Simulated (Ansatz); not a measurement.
Structure types of BN compared at 270 GPa

Structure types of BN are relaxed in primitive cells with their symmetry kept at 270 GPa, on PAW files; LAPW relaxes the small cells further and takes the PAW cell for the others (marked *). The enthalpy is E + pV at zero temperature, without zero-point motion. Only the types listed were tried, and differences under about 5 meV/atom are mesh noise. The real phase may be another.

Computed with Ansatz 0.2.0; functional PBE, scalar-relativistic. Settings: Fermi–Dirac smearing of 0.05 eV, no spin polarisation. Methods: LAPW: all electrons, basis error target 0.5 meV/atom; PAW: frozen-core files, cutoff 420 eV.

k meshes: rocksalt 17×17×17, CsCl 16×16×16, zincblende 17×17×17, wurtzite 13×13×7, NiAs 13×13×8.

Q: Which type is lowest in enthalpy, and by how much?

A: zincblende, 40 meV/atom below wurtzite. The whole table:

```csv
start type,ends as,"a, b, c (Å)",V (Å³/atom),"H − H(lowest), LAPW (meV/atom)","same, PAW"
rocksalt,"rocksalt, Fm-3m","3.108, 3.108, 3.108",3.75,1019.7,1014.3
CsCl,"CsCl, Pm-3m","1.997, 1.997, 1.997",3.98,3664.2,3663.7
zincblende,"zincblende, F-43m","3.202, 3.202, 3.202",4.10,0.0,0.0
wurtzite*,"wurtzite, P6_3mc","2.252, 2.252, 3.746",4.11,39.7,39.3
NiAs*,"NiAs, P6_3/mmc","2.204, 2.204, 3.589",3.77,1094.5,1091.3
```
